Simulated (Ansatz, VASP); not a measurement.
Given: the input of a run of VASP 6.6.1 on Eu.

The input INCAR:

```
PREC = Accurate
ENCUT = 520
EDIFF = 1E-7
ISMEAR = -1
SIGMA = 0.05
LREAL = F
LASPH = T
NELM = 150
ALGO = Normal
ISIF = 2
LWAVE = F
LCHARG = F
ISPIN = 2
MAGMOM = 4.73
LORBIT = 11
LMAXMIX = 6
GGA = PE
NBANDS = 18
```

Contents of KPOINTS:

```
Automatic mesh
0
Gamma
  8 8 8
```

File POSCAR:

```
Eu
1.0
   -2.3030000000      2.3030000000      2.3030000000
    2.3030000000     -2.3030000000      2.3030000000
    2.3030000000      2.3030000000     -2.3030000000
Eu
1
Direct
    0.0000000000      0.0000000000      0.0000000000
```

Potentials or basis: VASP PAW PBE potentials, release 64 (Eu).

The run is started by

```console
$ cat potpaw_PBE.64/Eu/POTCAR > POTCAR
$ mpirun -np 1 vasp_std > vasp.out
```

Set up the same calculation for Ansatz 0.2.0. Potentials there: Ansatz PAW.

As run (the cutoff follows the program's own potentials):

input.yaml

```yaml
crystal:
  lattice:
    - [-2.303, 2.303, 2.303]
    - [2.303, -2.303, 2.303]
    - [2.303, 2.303, -2.303]
  atoms:
    - { symbol: Eu, position: [0.0, 0.0, 0.0], spin: 4.73 }
hamiltonian:
  xc: pbe
  pseudopotentials: { kind: paw }
magnetization:
  spin_polarized: true
kpoints:
  mp_grid: { grid: [8, 8, 8] }
scf:
  occupations: { method: fermi_dirac, width: 0.05 }
output:
  forces: true
  stress: true
  eigenvalues: true
```

Potentials or basis: Ansatz PAW.

Launch:

```console
$ ansatz run input.yaml --threads 2 --pin off --max-ram 5632MiB --backend cpu --events-out ev --progress --plain --runs-dir out
```

Both were run:

|  | VASP | Ansatz | Ansatz less VASP |
| --- | --- | --- | --- |
| gap on the k mesh at the Fermi level (eV) | none | none | - |
| pressure (GPa) | -1.8 | -1.6 | +0.26 |
| net moment per atom (μB) | 7.37 | 7.37 | +0.003 |
| size of the moment on the site where the two differ most (μB) | 6.70 | 7.10 | +0.392 |

Site moments also hang on the region over which each program counts them. A gap of «none» marks a metal or a gap that the smearing closes. The functional is the same, so the differences come from potentials, cutoffs and numerics.

Caveats: spin-orbit coupling is left out, which moves the levels of the heavy elements. The state reached can hang on the start; a lower one may exist.
